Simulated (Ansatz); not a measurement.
# ZnSe: the cost of one run

Method: DFT LDA, scalar-relativistic, plane waves, PAW, in Ansatz 0.2.0.

16 further runs of the same task are left out: 16 set aside as unsound or not needed.

## Step 1: Starting point

It takes space group F-43m (No. 216, cubic). Conventional cell: a = 5.567 Å, b = 5.567 Å, c = 5.567 Å, α = 90.00°, β = 90.00°, γ = 90.00°. Zn (site symmetry -43m) is surrounded by 4 Se at 2.41 Å. Se (site symmetry -43m) is surrounded by 4 Zn at 2.41 Å.

Structure file:

```
CELL_PARAMETERS angstrom
0.00000 2.78361 2.78361
2.78361 0.00000 2.78361
2.78361 2.78361 0.00000
ATOMIC_POSITIONS crystal
Zn 0.00000 0.00000 0.00000
Se 0.75000 0.75000 0.75000
```

This cell was relaxed beforehand with the same method: volume 21.57 Å³/atom, gap on the mesh 1.25 eV.

## Step 2: What is varied

The energy is mapped over volume and the cell's shape.

- volume per atom: 7 values from 18.98 to 24.16 Å³
- c/a of the conventional cell: 7 values from 0.834 to 1.200

Nothing else is relaxed (symmetry fixes all fractional coordinates). Energies count from the relaxed crystal. Points are written as (first, second).

## Step 3: Grid point (18.98 Å³, 1.062)

input.yaml reads:

```yaml
crystal:
  lattice:
    - [0.0, 2.7775314738, 2.6141472694]
    - [2.6141472694, 0.0, 2.6141472694]
    - [2.6141472694, 2.7775314738, 0.0]
  atoms:
    - { symbol: Zn, position: [0.0, 0.0, 0.0] }
    - { symbol: Se, position: [0.75, 0.75, 0.75] }
basis:
  ecutwfc: 520.0
kpoints:
  mp_grid: { grid: [10, 10, 10] }
hamiltonian:
  xc: lda
  pseudopotentials: { kind: paw, azcp: { folder: soft_1 } }
scf:
  occupations: { method: gaussian, width: 0.05 }
output:
  forces: true
  stress: true
  eigenvalues: true
```

Command:

```
> ansatz run input.yaml --threads 1 --pin off --max-ram 2048MiB --backend cpu --events-out ev --progress --plain --runs-dir out
```

Q: Estimate wall time and peak memory on 1 thread of Intel Xeon 6975P-C (Granite Rapids), shared host.

About 5.1 s, with a peak of 0.45 GiB.
